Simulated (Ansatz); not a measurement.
# Pb (Fm-3m) in Ansatz: notebook

One crystal, Pb, is run at these levels: PBE; tasks: band structure.

All numbers are computed with Ansatz 0.2.0; they aren't measurements. Logs are shortened: lines on timing, memory, paths and dates and some standing lists are left out, and cuts for length are marked.

### Step 1. The crystal as given

The structure is cubic, space group Fm-3m (No. 225). Conventional cell: a = 4.950 Å, b = 4.950 Å, c = 4.950 Å, α = 90.00°, β = 90.00°, γ = 90.00°. Pb (site symmetry m-3m) has 12 Pb at 3.50 Å as nearest neighbours.

### Step 2. Band structure, PBE

input.yaml reads:

```yaml
crystal:
  lattice:
    - [0.0, 2.47502, 2.47502]
    - [2.47502, 0.0, 2.47502]
    - [2.47502, 2.47502, 0.0]
  atoms:
    - { symbol: Pb, position: [0.0, 0.0, 0.0] }
hamiltonian:
  xc: pbe
  pseudopotentials: { kind: nc, accuracy: stringent }
kpoints:
  mp_grid: { grid: [9, 9, 9] }
  band_path:
    path:
      - [[0.0, 0.0, 0.0], [0.5, 0.0, 0.5], [0.5, 0.25, 0.75], [0.375, 0.375, 0.75], [0.0, 0.0, 0.0], [0.5, 0.5, 0.5], [0.625, 0.25, 0.625], [0.5, 0.25, 0.75], [0.5, 0.5, 0.5], [0.375, 0.375, 0.75]]
      - [[0.625, 0.25, 0.625], [0.5, 0.0, 0.5]]
    npoints: 14
scf:
  occupations: { method: fermi_dirac, width: 0.05 }
  n_extra_bands: 6
output:
  forces: true
  stress: true
  eigenvalues: true
  fatbands: false
  write_density: true
  write_potential: true
  elf: true
  volumetric_format: npy
```

Potentials or basis: PseudoDojo stringent (PBE files).

On the command line:

```sh
$ ansatz run input.yaml --threads 2 --pin off --max-ram 5632MiB --backend cpu --events-out ev --progress --plain --runs-dir out
```

Standard output:

```text
Warning: RAYON_NUM_THREADS=2 ignored (pool sized by the plan → 2); use --threads N
scf.n_extra_bands = 6 over 11 filled bands (N_el = 22.0): the run solves 17 bands
Engine: ansatz 0.2.0, aarch64-unknown-linux-gnu
Pseudopotentials: kind: nc
Pseudopotential: Pb, nc, valence charge 22, recommended cutoff 1197.300995 eV (normal), Pb.nc.azcp (PseudoDojo's, or run here from an input of PseudoDojo's; its table is named by hamiltonian.pseudopotentials.accuracy)
Functional definition: PBE
  parameter kappa = 0.804
  parameter beta = 0.06672455060314922
  exchange = pbe_x(kappa = kappa, mu = beta*pi^2/3)
  correlation = pbe_c(beta = beta)
Crystal: 1 atoms, lattice volume = 30.323 Å³
Basis set: ecut = 1197.300995 eV, 2837 PW (Γ), exchange–correlation on 80×80×80 points (8 copies of the dense FFT grid, shifted against one another)
Bands: 17, of which v1, the nominal top of the filled ones, is band 11 counted from 1 (10 counted from 0)
Symmetry: 48 space group operations
Space group: Fm-3m (ITA 225), of the structure as read, at distance tolerance 3.1e-5 Å
k-points: 35 of 729
Non-local potential: Pb, projectors of the file, l = 0: 2, l = 1: 2, l = 2: 2, l = 3: 1
Initial density: superposition of atomic densities (chi_scale 0.1, normalization cell)
Initial wavefunctions: pseudopotential atomic-orbital guess
Functional: x = pbe(κ = 0.804, μ = 0.2195149727645171), c = pbe(β = 0.06672455060314922)
SCF iter   1: F=—  HF=-5708.633784 eV  |F-HF|=—  |Δ(HF+E_count)|=         —  Δρ=8.59e-3  dr2=3.45e-2  ethr=3.10e-3  ⟨swp⟩=6.9  Hψ=3855  notcnv=0
preconditioner: auto → none  [insulator: Δε(μ)=0.229 eV  Ē_g=22.434 eV  σ=0.050 eV  W_gap=0.51  n_scr=14 (ndim 8)  ℏωp=25.2 eV  f_vac=0.000  D(μ)=0.39/eV (n_scr^D=0)  ε∞_Penn≈2.3]
SCF iter   2: F=—  HF=-5708.625566 eV  |F-HF|=—  |Δ(HF+E_count)|=   8.22e-3  Δρ=3.90e-3  dr2=2.56e-3  ethr=1.57e-4  ⟨swp⟩=2.9  Hψ=1336  notcnv=0  defer=58
SCF iter   3: F=—  HF=-5708.625389 eV  |F-HF|=—  |Δ(HF+E_count)|=   1.76e-4  Δρ=1.12e-3  dr2=3.61e-4  ethr=1.16e-5  ⟨swp⟩=2.6  Hψ=885  notcnv=0  defer=58
SCF iter   4: F=—  HF=-5708.625421 eV  |F-HF|=—  |Δ(HF+E_count)|=   3.16e-5  Δρ=1.80e-4  dr2=4.80e-6  ethr=1.64e-6  ⟨swp⟩=2.9  Hψ=788  notcnv=0  defer=58
SCF iter   5: F=—  HF=-5708.625423 eV  |F-HF|=—  |Δ(HF+E_count)|=   1.97e-6  Δρ=1.69e-5  dr2=3.45e-8  ethr=4.55e-10  ⟨swp⟩=16.5  Hψ=5770  notcnv=0
SCF iter   6: F=-5708.625423 eV  HF=-5708.625423 eV  |F-HF|=1.23e-10  |Δ(HF+E_count)|=   9.63e-9  Δρ=1.45e-6  dr2=1.47e-10  ethr=1.57e-10  ⟨swp⟩=6.9  Hψ=3499  notcnv=0
SCF 1 converged in 6 iterations: F = -5708.625423 eV  dr2 = 1.47e-10
NSCF: frozen V_eff on 142 k-points
SCF converged after 6 iterations
Free energy (F): -5708.625423 eV
Harris-Foulkes:  -5708.625423 eV  (|F-HF|=1.23e-10)
Internal energy: -5708.622309 eV  (E = F + TS)
E sigma→0 (E₀):  -5708.623866 eV
Entropy (-TS):   -0.003114 eV (-3.114 meV/atom)
Fermi energy:    13.336612 eV
--- Per-component energies (eV) ---
  E_band       = -663.046047
  E_kinetic    = 1602.892349
  E_local      = -5064.766399  (includes V_loc(G=0)·N_el)
  E_nonlocal   = 375.446361
  E_hartree    = 1530.710229
  E_xc         = -925.267497
  E_vxc        = -638.039202  (∫ρ·V_xc dr)
  E_ewald      = -3227.637353
  E_smearing   = -0.003114  (= −TS)
  E_closure    = 0.000000  (closes the sum)
  Σ components = -5708.625423   (vs F -5708.625423, Δ=0.00e0)
--- Forces (eV/Å), atoms counted from 1 ---
  atom   1  Pb    -0.00000000    -0.00000000     0.00000000
  max |Σ_I F_I| component: 1.05e-30 eV/Å
--- Stress (GPa, compression-positive) ---
        2.264253      -0.000000       0.000000
        0.000000       2.264253       0.000000
       -0.000000      -0.000000       2.264253
  P = ⅓ Tr σ = 2.2643 GPa (22.643 kbar)
--- Band table (eV; the first three rows and the last of 35) ---
  k-point 0: bands = ["-126.4183", "-68.0973", "-68.0973", "-68.0973", "-3.6021", "-3.6021", "-3.6021", "-3.4622", "-3.4622", "1.7234", "20.8933", "20.8933", "20.8933", "23.2503", "24.8130", "25.9635", "25.9635"]
  k-point 1: bands = ["-126.4183", "-68.0977", "-68.0974", "-68.0974", "-3.6027", "-3.5857", "-3.5857", "-3.4623", "-3.4623", "1.9611", "18.5247", "20.6110", "20.6110", "22.8556", "25.7897", "26.4669", "26.4669"]
  k-point 2: bands = ["-126.4183", "-68.0986", "-68.0976", "-68.0976", "-3.6078", "-3.5662", "-3.5662", "-3.4397", "-3.4397", "2.6725", "15.0586", "20.0117", "20.0117", "22.5094", "25.3394", "26.0920", "26.0920"]
  k-point 34: bands = ["-126.4182", "-68.0997", "-68.0993", "-68.0986", "-3.5942", "-3.5805", "-3.4997", "-3.4093", "-3.3049", "6.6605", "11.6631", "12.6100", "14.2617", "23.7699", "24.8516", "25.8161", "27.7955"]
```

rho_z.tsv:

```text
# z_ang	rho[e/angstrom^3]
# format = ansatz-planar-average/11
# lattice	0.000000000	2.475020000	2.475020000
# lattice	2.475020000	0.000000000	2.475020000
# lattice	2.475020000	2.475020000	0.000000000
# sites	1
# site	82	0.000000000	0.000000000	0.000000000
0.000000	1.819780e0
0.087505	1.815745e0
0.175010	1.794163e0
0.262516	1.730719e0
0.350021	1.600845e0
0.437526	1.400382e0
[... 32 lines left out ...]
3.325197	1.794163e0
3.412702	1.815745e0
```

Run time: 5 s. Hardware: 2 threads of Arm Neoverse V2, shared host; peak memory 0.42 GiB.

Results:

```yaml
Free_energy: -5708.6254 eV
Pressure: 2.3 GPa
Band_gap_on_the_k_mesh: none (metal or under the smearing width)
```

Levels at the corners of the path, in eV from the Fermi level:
| point | band 7 | band 8 | band 9 | band 10 | band 11 | band 12 | band 13 | band 14 | band 15 | band 16 |
| --- | --- | --- | --- | --- | --- | --- | --- | --- | --- | --- |
| Γ | -16.94 | -16.80 | -16.80 | -11.61 | 7.56 | 7.56 | 7.56 | 9.91 | 11.48 | 12.63 |
| X | -16.68 | -16.63 | -16.63 | -6.58 | -3.13 | 2.19 | 2.19 | 5.52 | 6.79 | 18.34 |
| W | -16.88 | -16.75 | -16.63 | -6.48 | -1.23 | -1.23 | 0.41 | 11.00 | 12.31 | 12.31 |
| K | -16.73 | -16.73 | -16.67 | -6.66 | -2.14 | -1.08 | 3.12 | 6.61 | 11.50 | 16.37 |
| Γ | -16.94 | -16.80 | -16.80 | -11.61 | 7.56 | 7.56 | 7.56 | 9.91 | 11.48 | 12.63 |
| L | -16.93 | -16.66 | -16.66 | -7.99 | -4.06 | 5.72 | 5.72 | 9.39 | 9.61 | 11.35 |
| U | -16.73 | -16.73 | -16.67 | -6.66 | -2.14 | -1.08 | 3.12 | 6.61 | 11.50 | 16.37 |
| W | -16.88 | -16.75 | -16.63 | -6.48 | -1.23 | -1.23 | 0.41 | 11.00 | 12.31 | 12.31 |
| L | -16.93 | -16.66 | -16.66 | -7.99 | -4.06 | 5.72 | 5.72 | 9.39 | 9.61 | 11.35 |
| K | -16.73 | -16.73 | -16.67 | -6.66 | -2.14 | -1.08 | 3.12 | 6.61 | 11.50 | 16.37 |
| U | -16.73 | -16.73 | -16.67 | -6.66 | -2.14 | -1.08 | 3.12 | 6.61 | 11.50 | 16.37 |
| X | -16.68 | -16.63 | -16.63 | -6.58 | -3.13 | 2.19 | 2.19 | 5.52 | 6.79 | 18.34 |

Caveat: spin-orbit coupling is left out, which moves the levels of the heavy elements.

### Step 3. Band structure, PBE

Edit input.yaml of step 2 so:

```diff
@@ -9,3 +9,3 @@
   xc: pbe
-  pseudopotentials: { kind: nc, accuracy: stringent }
+  pseudopotentials: { kind: paw, source: ansatz }
 kpoints:
@@ -25,5 +25 @@
   fatbands: false
-  write_density: true
-  write_potential: true
-  elf: true
-  volumetric_format: npy
```

Potentials or basis: Ansatz PAW earlier set.

On the command line:

```sh
$ ansatz run input.yaml --threads 2 --pin off --max-ram 5632MiB --backend cpu --events-out ev --progress --plain --runs-dir out
```

Run time: 1.7 s. Hardware: 2 threads of Arm Neoverse V2, shared host; peak memory 0.29 GiB.

It converged, with:

* Free energy: -15293.0884 eV
* Pressure: 2.3 GPa
* Band gap on the k mesh: none (metal or under the smearing width)

Levels at the corners of the path, in eV from the Fermi level:
| point | band 9 | band 10 | band 11 | band 12 | band 13 | band 14 |
| --- | --- | --- | --- | --- | --- | --- |
| Γ | -16.80 | -11.62 | 7.57 | 7.57 | 7.57 | 9.89 |
| X | -16.63 | -6.57 | -3.13 | 2.19 | 2.19 | 5.52 |
| W | -16.63 | -6.47 | -1.23 | -1.23 | 0.41 | 11.01 |
| K | -16.67 | -6.66 | -2.14 | -1.08 | 3.12 | 6.61 |
| Γ | -16.80 | -11.62 | 7.57 | 7.57 | 7.57 | 9.89 |
| L | -16.66 | -7.99 | -4.07 | 5.73 | 5.73 | 9.37 |
| U | -16.67 | -6.66 | -2.14 | -1.08 | 3.12 | 6.61 |
| W | -16.63 | -6.47 | -1.23 | -1.23 | 0.41 | 11.01 |
| L | -16.66 | -7.99 | -4.07 | 5.73 | 5.73 | 9.37 |
| K | -16.67 | -6.66 | -2.14 | -1.08 | 3.12 | 6.61 |
| U | -16.67 | -6.66 | -2.14 | -1.08 | 3.12 | 6.61 |
| X | -16.63 | -6.57 | -3.13 | 2.19 | 2.19 | 5.52 |

Caveat: spin-orbit coupling is left out, which moves the levels of the heavy elements.

### Step 4. Band structure, PBE

Edit input.yaml of step 3 so:

```diff
@@ -9,3 +9,3 @@
   xc: pbe
-  pseudopotentials: { kind: paw, source: ansatz }
+  pseudopotentials: { kind: nc }
 kpoints:
@@ -24,2 +24,2 @@
   eigenvalues: true
-  fatbands: false
+  fatbands: true
```

Potentials or basis: Ansatz NC.

On the command line:

```sh
$ ansatz run input.yaml --threads 2 --pin off --max-ram 5632MiB --backend cpu --events-out ev --progress --plain --runs-dir out
```

It took 3.9 s on 2 threads of Arm Neoverse V2, shared host; peak memory 0.29 GiB.

Results (log left out):

```yaml
Free_energy: -2254.7012 eV
Pressure: 2.3 GPa
Band_gap_on_the_k_mesh: none (metal or under the smearing width)
```

Levels at the corners of the path, in eV from the Fermi level:
```csv
point,band 5,band 6,band 7,band 8,band 9,band 10
Γ,-16.80,-11.62,7.57,7.57,7.57,9.89
X,-16.63,-6.57,-3.13,2.19,2.19,5.52
W,-16.63,-6.47,-1.23,-1.23,0.41,11.00
K,-16.67,-6.66,-2.14,-1.09,3.12,6.61
Γ,-16.80,-11.62,7.57,7.57,7.57,9.89
L,-16.66,-7.99,-4.07,5.73,5.73,9.37
U,-16.67,-6.66,-2.14,-1.09,3.12,6.61
W,-16.63,-6.47,-1.23,-1.23,0.41,11.00
L,-16.66,-7.99,-4.07,5.73,5.73,9.37
K,-16.67,-6.66,-2.14,-1.09,3.12,6.61
U,-16.67,-6.66,-2.14,-1.09,3.12,6.61
X,-16.63,-6.57,-3.13,2.19,2.19,5.52
```

Caveat: spin-orbit coupling is left out, which moves the levels of the heavy elements.

### Step 5. Summary

```csv
potentials or basis,cutoff (eV),gap on the mesh (eV),pressure (GPa)
PseudoDojo stringent (PBE files),1197,none,2.3
Ansatz PAW earlier set,580,none,2.3
Ansatz NC,850,none,2.3
```

Alike in all rows: task band structure; level PBE; no spin polarisation; cell as given; k mesh 9 × 9 × 9; smearing fermi-dirac 0.05 eV.

Caveats: spin-orbit coupling is left out, which moves the levels of the heavy elements.

Total energies depend on the potentials used, so only differences within one code and one set of settings carry meaning.
